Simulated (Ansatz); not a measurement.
# Zr2NF2 MXene monolayer in a perpendicular field, part 2 of 2

Wanted: the out-of-plane response of the Zr2NF2 MXene monolayer. A positive field points along +c.

Ansatz 0.2.0; plane-wave DFT, PBE-D3(BJ), Ansatz PAW (set soft_1); PAW set soft_1.

So far. Step 2 (Relaxing the slab): The lattice constant a goes from 3.217 to 3.273 Å.

### Step 3. Atoms held, field 0

A sawtooth potential applies the field, turning back in the middle of the vacuum. With the dipole correction the typed value is the field outside the slab. The induced dipole is small, so the SCF threshold is tight.

The cell differs from the one that the last finished run ended in (c 40.384 → 22.997 Å).

Contents of input.yaml:

```yaml
crystal:
  lattice:
    - [3.2729027383, 0.0, 0.0]
    - [-1.6364513691, 2.8344169155, 0.0]
    - [0.0, 0.0, 22.9973675066]
  atoms:
    - { symbol: F, position: [0.3333333333, 0.6666666667, 0.3913491402] }
    - { symbol: Zr, position: [0.6666666667, 0.3333333333, 0.4493003681] }
    - { symbol: "N", position: [0.0, 0.0, 0.5] }
    - { symbol: Zr, position: [0.3333333333, 0.6666666667, 0.5506996319] }
    - { symbol: F, position: [0.6666666667, 0.3333333333, 0.6086508598] }
kpoints:
  mp_grid: { grid: [18, 18, 1] }
  band_path:
    path: [[0, 0, 0], [0.5, 0, 0], [0.33333333, 0.33333333, 0], [0, 0, 0]]
    npoints: 16
hamiltonian:
  xc: pbe
  dispersion: d3bj
  pseudopotentials: { kind: paw, azcp: { folder: soft_1 } }
scf:
  occupations: { method: fermi_dirac, width: 0.02585 }
  convergence: { dr2_threshold: 1.0e-10 }
efield:
  axis: 3
  dipole_correction: true
  ramp_position: 0.97
  ramp_width: 0.06
  amplitude: 0
output:
  dos: { projected: true, e_range: [-6, 5] }
  write_potential: true
  write_density: true
  volumetric_format: npy
  elf: true
```

Run with:

```sh
> ansatz run input.yaml --threads 2 --pin off --max-ram 3072MiB --backend cpu --events-out ev --progress --plain --runs-dir out
```

Numbers of over 12 decimals in the logs are rounded to 6 here.

What it wrote:

```text
[...]
Crystal: 5 atoms, lattice volume = 213.341 Å³
Basis set: ecut = 420 eV, 4229 PW (Γ)
Bands: 27, of which v1, the nominal top of the filled ones, is band 22 counted from 1 (21 counted from 0)
Symmetry: 6 space group operations
k-points: 37 of 324 (time reversal used)
[...]
SCF iter   1: F=—  HF=-10380.421823 eV  |F-HF|=—  |Δ(HF+E_count)|=         —  Δρ=6.85e-2  dr2=1.58e1  ethr=3.10e-3  p=0.000 e·Å  D=2.87e-14 V/Å  ΔV_dip=-0.00 eV  dr2_dipole=8.56e-8  V_vac-E_F(+/−)=7.14/7.14 eV  ⟨swp⟩=9.0  Hψ=5540  notcnv=0
efield: sawtooth ramp at fractional position 0.9700 (set: `efield.ramp_position`, or a place that a band, a saddle search or an elastic batch's reference lends), width 0.0600; the density the first Hamiltonian is built on has a dipole p = 0.000 e·Å; the dipole correction subtracts the counter field D = 2.87e-14 V/Å, which shifts the + side's vacuum level by -0.00 eV against the − side's; the planar-averaged density in the ramp window peaks in size at 1.2e-6 e/Å³
[...]
SCF iter   2: F=—  HF=-10381.301771 eV  |F-HF|=—  |Δ(HF+E_count)|=   8.80e-1  Δρ=1.01e-1  dr2=2.27e1  ethr=3.10e-3  p=0.000 e·Å  D=6.26e-5 V/Å  ΔV_dip=-0.00 eV  dr2_dipole=5.39e-7  V_vac-E_F(+/−)=1.61/1.62 eV  ⟨swp⟩=5.6  Hψ=3060  notcnv=0  defer=37
[...]
SCF iter  12: F=-10376.262249 eV  HF=-10376.262249 eV  |F-HF|=2.55e-11  |Δ(HF+E_count)|=  2.42e-10  Δρ=7.75e-8  dr2=8.16e-12  ethr=1.00e-12  p=-0.000 e·Å  D=-9.14e-9 V/Å  ΔV_dip=0.00 eV  dr2_dipole=2.53e-15  V_vac-E_F(+/−)=3.59/3.59 eV  ⟨swp⟩=10.4  Hψ=3990  notcnv=0
SCF 1 converged in 12 iterations: F = -10376.262249 eV  dr2 = 8.16e-12
[...]
NSCF: frozen V_eff on 49 k-points
efield: sawtooth ramp at fractional position 0.9700 (kept from the solve that this one continues, or follows in the run), width 0.0600; the density the first Hamiltonian is built on has a dipole p = -0.000 e·Å; the dipole correction subtracts the counter field D = -9.14e-9 V/Å, which shifts the + side's vacuum level by +0.00 eV against the − side's; the planar-averaged density in the ramp window peaks in size at 9.1e-7 e/Å³
[...]
SCF converged after 12 iterations
Free energy (F): -10376.262249 eV
[...]
Internal energy: -10376.257453 eV  (E = F + TS)
E sigma→0 (E₀):  -10376.259851 eV
Entropy (-TS):   -0.004796 eV (-0.959 meV/atom)
Fermi energy:    1.740154 eV
Dipole field:    D = 0.000000 V/Å  (p = 0.000000 e·Å, saw-weighted, corrected)
Work function:   Φ+ = 3.5907 eV   Φ− = 3.5908 eV
Levels:          The Fermi level and band energies are counted from a zero that moves with the ramp; work functions are not
[...]
--- Band table (eV; the first three rows and the last of 37) ---
  k-point 0: bands = [... 18 lower, -3.6505, -3.6505, 1.1837, 1.1837, 1.9574, 2.9317, 2.9750, 3.9931, ... 1 higher]
  k-point 1: bands = [... 18 lower, -3.7095, -3.6615, 1.0538, 1.2471, 1.9512, 3.0659, 3.0820, 3.6860, ... 1 higher]
  k-point 2: bands = [... 18 lower, -3.8471, -3.6878, 0.7463, 1.4334, 1.9456, 3.2599, 3.3721, 3.4832, ... 1 higher]
  k-point 36: bands = [... 18 lower, -4.1159, -3.6990, 1.5635, 1.7164, 1.7164, 3.9191, 4.5354, 4.5354, ... 1 higher]
```

It took 24 s on 2 threads of Arm Neoverse V1, shared host; peak memory 0.54 GiB; 48 s of CPU time.

This step gave:

```
energy at zero smearing   : -10376.2599 eV
work function, upper face : 3.591 eV
dipole along the normal   : 6.64e-8 e·Å
```

Running mean over a fixed 2.7 Å (it still follows the layers) of the planar mean; the ramp of the sawtooth is left out. Electron's electrostatic potential energy less the Fermi level against z:

z (Å), electron's electrostatic potential energy less the Fermi level (eV) and a bar from the least value:
```
      3.5        3.6 ##############################
      4.0        3.6 ##############################
      4.5        3.6 ##############################
      5.0        3.6 ##############################
      5.5        3.6 ##############################
      6.0        3.6 ##############################
      6.5        3.6 ##############################
      7.0        3.4 ##############################
      7.5        2.4 ############################
      8.0        0.5 #########################
      8.5       -1.9 ####################
      9.0       -5.6 ##############
      9.5       -9.1 ########
     10.0      -11.3 ####
     10.5      -12.2 ###
     11.0      -13.1 #
     11.5      -13.7 
     12.0      -13.1 #
     12.5      -12.2 ###
     13.0      -11.3 ####
     13.5       -9.1 ########
     14.0       -5.6 ##############
     14.5       -1.9 ####################
     15.0        0.5 #########################
     15.5        2.4 ############################
     16.0        3.4 ##############################
     16.5        3.6 ##############################
     17.0        3.6 ##############################
     17.5        3.6 ##############################
     18.0        3.6 ##############################
     18.5        3.6 ##############################
     19.0        3.6 ##############################
     19.5        3.6 ##############################
```

The density of states has structure finer than the step of the table below, so its rows give means over 0.2 eV, whole bins alone (the curve runs from -6 to 1.88 eV). Peaks (eV: height): -5.86: 32.2, -5.64: 10.1, -5.42: 17.3, 1.83: 8.60.

The density of states by energy, zero at the Fermi level; means over each step:

energy (eV), density of states (states/eV a cell) and a bar:
```
     -5.8       13.3 ##############################
     -5.6        6.8 ###############
     -5.4        9.6 ######################
     -5.2        0.0 
     -5.0        0.0 
     -4.8        0.0 
     -4.6        0.0 
     -4.4        0.0 
     -4.2        0.0 
     -4.0        0.0 
     -3.8        0.0 
     -3.6        0.0 
     -3.4        0.0 
     -3.2        0.0 
     -3.0        0.0 
     -2.8        0.4 #
     -2.6        0.9 ##
     -2.4        0.9 ##
     -2.2        1.0 ##
     -2.0        1.0 ##
     -1.8        1.1 ###
     -1.6        1.5 ###
     -1.4        1.2 ###
     -1.2        0.7 ##
     -1.0        0.5 #
     -0.8        0.6 #
     -0.6        1.4 ###
     -0.4        1.8 ####
     -0.2        1.2 ###
      0.0        1.2 ###
      0.2        1.4 ###
      0.4        1.4 ###
      0.6        1.2 ###
      0.8        1.1 ###
      1.0        1.1 ##
      1.2        1.2 ###
      1.4        1.9 ####
      1.6        3.9 #########
```

Projected DOS per atom over height of the atomic layer and energy from the Fermi level. Layers: F Zr N Zr F from below.

Ten even steps from '0' (0.00 states/eV) to '9' (5.42 states/eV), each cell a mean:
```
04040
01010
00000
00000
01010
00000
01010
00000
00000
01010
00000
00000
00000
00000
00000
00000
00000
00000
00000
00000
02920
11711
```
Columns: height of the atomic layer (Å) from 9 to 14.0 (not evenly spaced); rows upwards: energy from the Fermi level (eV) from -5.96 to 1.87.

Electronic bands along the path, in eV, zero at the Fermi level:

```csv
point,band 18,band 19,band 20,band 21,band 22,band 23,band 24,band 25
Γ,-5.79,-5.39,-5.39,-0.56,-0.56,0.22,1.19,1.23
halfway,-5.82,-5.62,-5.45,-1.94,0.39,0.61,1.61,1.90
M,-5.87,-5.33,-5.32,-2.81,1.64,2.01,2.33,2.62
halfway,-5.87,-5.66,-5.39,-1.97,1.01,1.25,1.93,2.82
K,-5.86,-5.86,-5.44,-0.18,-0.02,-0.02,2.18,2.80
halfway,-5.79,-5.69,-5.55,-1.49,-0.76,1.69,1.94,1.99
Γ,-5.79,-5.39,-5.39,-0.56,-0.56,0.22,1.19,1.23
```

Electrostatic potential energy in the ca plane at fractional y = 0.333, with atoms of Zr and F within 0.2 Å of it. With pseudopotentials it is smooth inside the atoms' cores, unlike the true potential.

Ten even steps from '0' (-46 eV) to '9' (5 eV), each cell a mean:
```
99999999999999999999986324788888888999999999
99999999999999999999872000488988832599999999
99999999999999999999860000278999600289999999
99999999999999999999861000378998710389999999
99999999999999999999874102688888865799999999
99999999999999999999987656888777889999999999
99999999999999999999998888888656789999999999
99999999999999999999998888887655789999999999
99999999999999999999988778888766789999999999
```
Columns run along c (16.0 Å, from fractional 0.07 to 0.77 of the cell; values clipped at the 3rd and 97th percentile), rows up along a (3.3 Å). Atoms in or near the plane, at fractional coordinates: Zr at (0.45, 0.67), F at (0.61, 0.67).

ELF in the ca plane at fractional y = 0.333, with atoms of Zr and F within 0.2 Å of it. It is the smooth field of the valence electrons, not physical close to the nuclei.

Values, 5 rows by 16 columns, each cell a mean:
```
0.00 0.00 0.00 0.00 0.00 0.00 0.03 0.10 0.59 0.40 0.24 0.20 0.69 0.37 0.02 0.00
0.00 0.00 0.00 0.00 0.00 0.00 0.00 0.18 0.56 0.56 0.25 0.38 0.70 0.55 0.04 0.00
0.00 0.00 0.00 0.00 0.00 0.00 0.03 0.11 0.61 0.41 0.24 0.22 0.70 0.39 0.02 0.00
0.00 0.00 0.00 0.00 0.00 0.01 0.16 0.37 0.14 0.36 0.28 0.26 0.13 0.06 0.00 0.00
0.00 0.00 0.00 0.00 0.00 0.01 0.17 0.38 0.13 0.38 0.29 0.26 0.11 0.05 0.00 0.00
```
Columns run along c (16.0 Å, from fractional 0.07 to 0.77 of the cell), rows up along a (3.3 Å). Atoms in or near the plane, at fractional coordinates: Zr at (0.45, 0.67), F at (0.61, 0.67).

Valence density in the ca plane at fractional y = 0.333, with atoms of Zr and F within 0.2 Å of it. It is the smooth field of the valence electrons, not physical close to the nuclei.

Ten steps, logarithmic in the rise over the least value, from '0' (0 e/Å³) to '9' (11 e/Å³), each cell a mean:
```
00000000000000001124554322222344210000000000
00000000000000000146776422223578520000000000
00000000000000000157777422113799731000000000
00000000000000000147777422113699630000000000
00000000000000000135665322222466410000000000
00000000000000001223443333332222100000000000
00000000000000012222223333443211000000000000
00000000000000012222123333443210000000000000
00000000000000011222233333333211100000000000
```
Columns run along c (16.0 Å, from fractional 0.13 to 0.82 of the cell), rows up along a (3.3 Å). Atoms in or near the plane, at fractional coordinates: Zr at (0.45, 0.67), F at (0.61, 0.67).

The work function of the upper face is 3.59 eV.

### Step 4. Atoms held, field 0.1 V/Å

Edit input.yaml of step 3 so:

```diff
@@ -26,7 +26,6 @@
   dipole_correction: true
-  ramp_position: 0.97
-  ramp_width: 0.06
-  amplitude: 0
+  ramp_position: 0.9248
+  ramp_width: 0.1505
+  amplitude: 0.1
 output:
-  dos: { projected: true, e_range: [-6, 5] }
   write_potential: true
@@ -34,2 +33 @@
   volumetric_format: npy
-  elf: true
```

What it wrote:

```text
[...]
Crystal: 5 atoms, lattice volume = 213.341 Å³
Basis set: ecut = 420 eV, 4229 PW (Γ)
Bands: 27, of which v1, the nominal top of the filled ones, is band 22 counted from 1 (21 counted from 0)
Symmetry: 6 space group operations
k-points: 37 of 324 (time reversal used)
[...]
k-point 0: bands = [... 18 lower, -3.6506, -3.6506, 1.1835, 1.1835, 1.9570, 2.9138, 2.9878, 3.9928, ... 1 higher]
  k-point 1: bands = [... 18 lower, -3.7096, -3.6617, 1.0535, 1.2468, 1.9508, 3.0380, 3.1040, 3.6856, ... 1 higher]
  k-point 2: bands = [... 18 lower, -3.8473, -3.6880, 0.7460, 1.4331, 1.9453, 3.2494, 3.3685, 3.4913, ... 1 higher]
  k-point 36: bands = [... 18 lower, -4.1135, -3.6993, 1.5632, 1.7154, 1.7169, 3.9188, 4.5307, 4.5394, ... 1 higher]
[key lines of the parts left out:]
SCF converged after 12 iterations
Free energy (F): -10376.263589 eV
Fermi energy:    1.739861 eV
Dipole field:    D = 0.022725 V/Å  (p = 0.026793 e·Å, saw-weighted, corrected)
```

Run time: 23 s. Hardware: 2 threads; peak memory 0.52 GiB; 45 s of CPU time.

The dipole is 0.0268 e·Å.

### Step 5. Atoms held, field -0.1 V/Å

Edit input.yaml of step 4 so:

```diff
@@ -28,3 +28,3 @@
   ramp_width: 0.1505
-  amplitude: 0.1
+  amplitude: -0.1
 output:
```

What it wrote:

```text
[...]
Crystal: 5 atoms, lattice volume = 213.341 Å³
Basis set: ecut = 420 eV, 4229 PW (Γ)
Bands: 27, of which v1, the nominal top of the filled ones, is band 22 counted from 1 (21 counted from 0)
Symmetry: 6 space group operations
k-points: 37 of 324 (time reversal used)
[...]
k-point 0: bands = [... 18 lower, -3.6505, -3.6505, 1.1836, 1.1836, 1.9572, 2.9139, 2.9880, 3.9930, ... 1 higher]
  k-point 1: bands = [... 18 lower, -3.7094, -3.6615, 1.0537, 1.2470, 1.9510, 3.0382, 3.1042, 3.6858, ... 1 higher]
  k-point 2: bands = [... 18 lower, -3.8471, -3.6878, 0.7462, 1.4333, 1.9455, 3.2495, 3.3687, 3.4915, ... 1 higher]
  k-point 36: bands = [... 18 lower, -4.1133, -3.6991, 1.5634, 1.7156, 1.7171, 3.9190, 4.5309, 4.5395, ... 1 higher]
[key lines of the parts left out:]
SCF converged after 12 iterations
Free energy (F): -10376.263589 eV
Fermi energy:    1.740038 eV
Dipole field:    D = -0.022725 V/Å  (p = -0.026793 e·Å, saw-weighted, corrected)
```

It took 23 s on 2 threads; peak memory 0.52 GiB.

The dipole is -0.0268 e·Å.

### Step 6. Response, atoms held

This step: plane-wave DFT, PBE-D3(BJ), Ansatz PAW (set soft_1); response to a field along the normal, atoms held; PAW set soft_1 (Ansatz 0.2.0).

The dipoles give the slope, and the difference of two potentials shows where the field is screened.

Numbers from this step:

```yaml
equivalent_conductor_thickness_p_eps_0ae: 5.226 Å
distance_between_the_outer_atoms: 4.997 Å
```

Dipole of the cell against applied field:

```csv
applied field (V/Å),dipole of the cell (e·Å)
-0.1000,-0.0268
0.0000,6.6e-8
0.1000,0.0268
```

Local field over the applied field, running mean. From the potentials at -0.1 and 0.1 V/Å; running mean over 2.5 Å. Local field over applied field against z:

```
z (Å)  local field over applied field
  4.5                           1.000
  5.0                           1.000
  5.5                           0.999
  6.0                           0.996
  6.5                           0.986
  7.0                           0.952
  7.5                           0.874
  8.0                           0.757
  8.5                           0.615
  9.0                           0.461
  9.5                           0.307
 10.0                           0.185
 10.5                          0.0945
 11.0                          0.0384
 11.5                          0.0145
 12.0                          0.0386
 12.5                          0.0949
 13.0                           0.185
 13.5                           0.308
 14.0                           0.462
 14.5                           0.615
 15.0                           0.757
 15.5                           0.874
 16.0                           0.953
 16.5                           0.986
 17.0                           0.996
 17.5                           0.999
 18.0                           1.000
 18.5                           1.000
```

The induced electron density oscillates, so the rows of the table below give means over windows of 0.5 Å about each position, cut where the curve ends. Its maxima inside the range that stand out by 2 % of the span (Å: e/Å³ per V/Å): 8.48: 0.00305, 9.20: 0.00202, 10.21: 0.00153, 13.37: -8.0e-4, 14.09: -0.00145. Its minima: 8.91: 0.00145, 9.63: 8.0e-4, 12.79: -0.00153, 13.80: -0.00202, 14.52: -0.00305.

Electrons, planar mean, per unit field. Induced electron density against z; means over each step:

z (Å), induced electron density (e/Å³ per V/Å) and a bar from the least value:
```
      4.5    0.00000 ###############
      5.0    0.00000 ###############
      5.5    0.00000 ###############
      6.0    0.00001 ###############
      6.5    0.00005 ###############
      7.0    0.00021 ################
      7.5    0.00070 ###################
      8.0    0.00198 ##########################
      8.5    0.00268 ##############################
      9.0    0.00175 #########################
      9.5    0.00111 #####################
     10.0    0.00121 ######################
     10.5    0.00113 #####################
     11.0    0.00057 ##################
     11.5    0.00000 ###############
     12.0   -0.00057 ############
     12.5   -0.00113 #########
     13.0   -0.00121 ########
     13.5   -0.00111 #########
     14.0   -0.00175 #####
     14.5   -0.00269 
     15.0   -0.00197 ####
     15.5   -0.00070 ###########
     16.0   -0.00021 ##############
     16.5   -0.00005 ###############
     17.0   -0.00001 ###############
     17.5    0.00000 ###############
     18.0    0.00000 ###############
     18.5    0.00000 ###############
```

By hand: between -0.1 and 0.1 V/Å the dipole changes by 0.05359 e·Å, a slope of 0.2679 e·Å²/V. A perfect conductor of thickness t has p = ε₀AEt, so t = 180.95 × 0.2679 / 9.277 = 5.23 Å (e/ε₀ = 180.95 V·Å, A in Å²).

The induced dipole is that of a conductor 5.23 Å thick.

### Step 7. Outcome

```
gap without field                          : none
work function, upper face                  : 3.59 eV
equivalent conductor thickness, atoms held : 5.23 Å
```

The induced dipole equals that of a perfect conductor 5.23 Å thick, while the outer atoms lie 5.00 Å apart. There is no gap over 0.03 eV, with or without the field. The first relaxation ran with spin and lost its moment, and the later runs have none; other magnetic states were not tried. Spin-orbit coupling is left out. The MXene's terminations sit over the metal atoms of its far layer; the site over carbon or nitrogen, which some compounds prefer, was not run.

[Logs are printed without paths, hosts, clocks, repeated set-up lines and the standing remarks that a program may print on its own settings, such as how far it seeks lower states.]

[Hosts, paths, dates, database ids (printed as entryN), source tags and the programs' standing remarks are cut or masked in the printed files.]

[Maps of the electrostatic potential energy from Ansatz leave out the sawtooth potential of an applied field or a dipole correction, so their vacuum need not be flat; planar profiles and work functions include it.]

[The density of states shown here was stored with 400 of the rows of the run's finer table, so its peaks can read low, often by over a quarter, or be missed, and its means over a window can be off by a tenth or more.]
